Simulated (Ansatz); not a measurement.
## Sb under changes of volume

One of the cells (26.213 Å³/atom); the others are scaled copies at fixed shape and fractional positions:

```
Sb
1.0
    -1.87134    1.87134    1.87134
     1.87134   -1.87134    1.87134
     1.87134    1.87134   -1.87134
Sb
1
Direct
  0.00000 0.00000 0.00000
```

This isn't the form of Sb at room conditions, which is rhombohedral.

```yaml
Program: Ansatz 0.2.0
Functional: PBEsol
Potentials_or_basis: Ansatz PAW
Cutoff: "420 eV (not typed: the program's choice for these potentials)"
k_mesh: 10 × 10 × 10
Occupations: fermi-dirac, width 0.05 eV
Spin: no spin polarisation
```

```tsv
volume (Å³/atom)	energy over the lowest point (meV/atom)	pressure (GPa)
24.640	22.11	4.7
25.165	?	?
25.689	2.33	1.4
26.213	0.00	0.0
26.737	2.10	-1.3
27.262	8.20	-2.4
27.786	17.93	-3.5
```

Question: What does the run at 25.165 Å³/atom give?

Answer: Energy over the lowest point 9.53 meV/atom; pressure 3.0 GPa.

Worked out: A Birch-Murnaghan fit of order 3 (a polynomial in V^(-2/3)) to the other rows has its minimum at 26.22 Å³/atom with B0 = V·E''(V) = 67 GPa and B' = 3.9. It gives 9.52 meV/atom at 25.165 Å³/atom, against the run's 9.53, and -dE/dV = 3.0 GPa, against 3.0.

Energies are extrapolated to zero smearing.

Caveats: the PAW data sets come from PBE, with cores solved anew for the run's functional, which leaves a small shift of forces and pressure.
